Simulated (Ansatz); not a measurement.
Input of an Ansatz 0.2.0 run:

Contents of input.yaml:

```yaml
crystal:
  lattice:
    - [2.4719999032, 0.0, 0.0]
    - [-1.2359999516, 2.1408147143, 0.0]
    - [0.0, 0.0, 4.02114408]
  atoms:
    - { symbol: Co, position: [0.6666666667, 0.3333333333, 0.75], spin: 2.0 }
    - { symbol: Co, position: [0.3333333333, 0.6666666667, 0.25], spin: 2.0 }
kpoints:
  mp_grid: { grid: [12, 12, 7] }
scf:
  occupations: { method: fermi_dirac, width: 0.05 }
hamiltonian:
  xc: blyp
  dispersion: d3bj
  pseudopotentials: { kind: all_electron, lapw: { basis_error: 0.001 } }
magnetization:
  spin_polarized: true
output:
  forces: true
  stress: true
relax:
  f_tol: 0.005
  max_steps: 60
  cell: {}
```

Potentials or basis: all-electron LAPW, scalar-relativistic.

Run with:

```console
$ ansatz run input.yaml --threads 2 --pin off --max-ram 6144MiB --backend cpu --events-out ev --progress --plain --runs-dir out
```

(1) Estimate the net moment.

(2) Estimate the space group after relaxing (to 0.05 Å).

(3) What does it give for the absolute moment?

## Answers

(1) 3.12 μB per cell.

(2) P6_3/mmc (No. 194).

(3) 3.40 μB per cell.
